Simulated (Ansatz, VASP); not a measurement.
# Mg in VASP and in Ansatz

INCAR

```
SYSTEM = Mg
ALGO = Normal
EDIFF = 1E-6
ENCUT = 520
GGA = PS
ISIF = 2
ISMEAR = 0
LASPH = .True.
LCHARG = .False.
LREAL = .False.
LWAVE = .False.
NBANDS = 9
NELM = 80
PREC = Accurate
SIGMA = 0.1
```

KPOINTS

```
k-points
0
Gamma
  9 9 5
  0 0 0
```

POSCAR

```
Mg
1.0
    3.2031988900      0.0000000000      0.0000000000
   -1.6015994400      2.7740516100      0.0000000000
    0.0000000000      0.0000000000      5.2010000000
Mg
2
Direct
    0.3333333300      0.6666666700      0.2500000000
    0.6666666700      0.3333333300      0.7500000000
```

Input for Ansatz:

```yaml
crystal:
  lattice:
    - [3.20319889, 0.0, 0.0]
    - [-1.60159944, 2.77405161, 0.0]
    - [0.0, 0.0, 5.201]
  atoms:
    - { symbol: Mg, position: [0.33333333, 0.66666667, 0.25] }
    - { symbol: Mg, position: [0.66666667, 0.33333333, 0.75] }
hamiltonian:
  xc: pbesol
  pseudopotentials: { kind: paw }
basis:
  ecutwfc: 420
kpoints:
  mp_grid: { grid: [9, 9, 5] }
scf:
  occupations: { method: gaussian, width: 0.1 }
  lower_state_search: "off"
  algorithm: density_mixing
  max_iter: 60
  mixing: { algorithm: broyden, ndim: 4, beta: 0.1, preconditioner: none }
output:
  forces: true
  stress: true
```

Alike in both runs: task single point; functional PBEsol; k mesh 9 × 9 × 5; occupations gaussian, width 0.1 eV; no spin polarisation.

|  | VASP | Ansatz |
| --- | --- | --- |
| version | VASP 6.6.1 | Ansatz 0.2.0 |
| potentials or method | VASP PAW PBE potentials, release 64 (Mg) | PAW, plane waves, scalar-relativistic |
| plane-wave cutoff (eV) | 520 | 420 |
| valence electrons in the cell | 4 | 20 |

Ansatz gave:

```
pressure (GPa)                                  : -1.0
largest component of the traceless stress (GPa) : 0.10
```

Question: Which values does VASP return?

Answer: Pressure (GPa): -1.0; largest component of the traceless stress (GPa): 0.11.

The two sets of potentials don't hold the same shells in valence.

Caveats: the PAW data sets were made with another functional, which shifts forces and pressure a little (VASP).
